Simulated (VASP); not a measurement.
Write the native input for VASP 6.6.1 that does the following.

```yaml
Task: relaxation of cell and atoms
Functional: LDA
Potentials_or_basis: VASP PAW LDA potentials, release 64 (Ga_d, P)
Cutoff: 600 eV
k_mesh: 10 × 10 × 10
Occupations: gaussian, width 0.02 eV
Spin: no spin polarisation
Dipole_correction: no
Further_INCAR_settings: ALGO = Normal; EDIFF = 1e-07; IBRION = 2; EDIFFG = -0.002; NSW = 100; ISIF = 3
```

The structure of GaP lies in POSCAR:

```
GaP
1.0
    0.0000000000      2.7200000000      2.7200000000
    2.7200000000      0.0000000000      2.7200000000
    2.7200000000      2.7200000000      0.0000000000
Ga P
1 1
Direct
    0.0000000000      0.0000000000      0.0000000000
    0.2500000000      0.2500000000      0.2500000000
```

The cell was built by a generator and needn't be a form met in nature.

One way to write it, as run:

INCAR

```
SYSTEM = GaP
  ALGO = Normal
  EDIFF = 1E-7
  EDIFFG = -0.002
  ENCUT = 600
  IBRION = 2
  ISIF = 3
  ISMEAR = 0
  LASPH = .True.
  LCHARG = .False.
  LREAL = .False.
  LWAVE = .False.
  NELM = 100
  NSW = 100
  PREC = Accurate
  SIGMA = 0.02
```

KPOINTS

```
k-points
0
Gamma
  10 10 10
  0 0 0
```

Potentials or basis: VASP PAW LDA potentials, release 64 (Ga_d, P).

Run with:

```sh
$ cat potpaw_LDA.64/Ga_d/POTCAR potpaw_LDA.64/P/POTCAR > POTCAR
$ mpirun -np 1 vasp_std > vasp.out
```

Results of the run:

```yaml
Relaxed_volume: 19.61 Å³/atom
Relaxed_cell: a = 3.814 Å, b = 3.814 Å, c = 3.814 Å, α = 60.00°, β = 60.00°, γ = 60.00°
Space_group_after_relaxing_to_0.05_Å: F-43m (No. 216)
Energy_gained_by_relaxing: 3.6 meV/atom
Ionic_steps: 3
Pressure_after_relaxing: 0.0 GPa
Band_gap_on_the_k_mesh: 1.40 eV, indirect (least direct gap 1.90 eV)
```

Wall time 30 s on 1 thread of Intel(R) Xeon(R) 6975P-C (Granite Rapids) (shared host), peak memory 0.17 GiB.
